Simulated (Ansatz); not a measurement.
**ScAl2: how the occupation rule moves the results**

The calculation used Ansatz, DFT PBEsol, scalar-relativistic, plane waves, PAW.

```yaml
crystal:
  lattice:
    - [0.00000, 3.77765, 3.77765]
    - [3.77765, 0.00000, 3.77765]
    - [3.77765, 3.77765, 0.00000]
  atoms:
    - { symbol: Sc, position: [0.50000, 0.50000, 0.50000] }
    - { symbol: Sc, position: [0.75000, 0.75000, 0.75000] }
    - { symbol: Al, position: [0.12500, 0.12500, 0.12500] }
    - { symbol: Al, position: [0.62500, 0.12500, 0.12500] }
    - { symbol: Al, position: [0.12500, 0.62500, 0.12500] }
    - { symbol: Al, position: [0.12500, 0.12500, 0.62500] }
```

```json
{
  "plane-wave cutoff": "420 eV",
  "Γ-centred k-mesh": "8×8×8",
  "spin treatment": "unpolarised"
}
```

The atoms are held and the occupation rule is swept. Energies are extrapolated to zero smearing and count from the reference run, 8×8×8 Γ-centred mesh, Gaussian smearing 0.1 eV. The cell isn't necessarily relaxed at this level. Pressure is positive in compression.

| rule, width (eV) | ΔE (meV/atom) | ΔF, free energy (meV/atom) | P (GPa) |
| --- | --- | --- | --- |
| Gaussian 0.1 | 0.00 | 0.00 | -1.03 |
| Gaussian 0.02 | 0.25 | 2.23 | -1.05 |
| Fermi–Dirac 0.1 | -1.50 | -9.42 | -0.98 |
| Fermi–Dirac 0.2 | -3.32 | -37.3 | -0.84 |
| Fermi–Dirac 0.3 | -2.57 | -82.5 | -0.55 |
| Fermi–Dirac 0.5 | 2.95 | -232 | 0.50 |
| Methfessel–Paxton 0.01 | 0.32 | 2.44 | -1.05 |
| Methfessel–Paxton 0.05 | 0.16 | 2.27 | -1.06 |
| Methfessel–Paxton 0.3 | -1.15 | 0.20 | -1.03 |
| cold 0.01 | 0.32 | 2.42 | -1.05 |
| cold 0.02 | 0.27 | 2.33 | -1.05 |
| cold 0.3 | -0.38 | 1.36 | -1.02 |
| tetrahedron | -1.61 | 0.52 | -1.05 |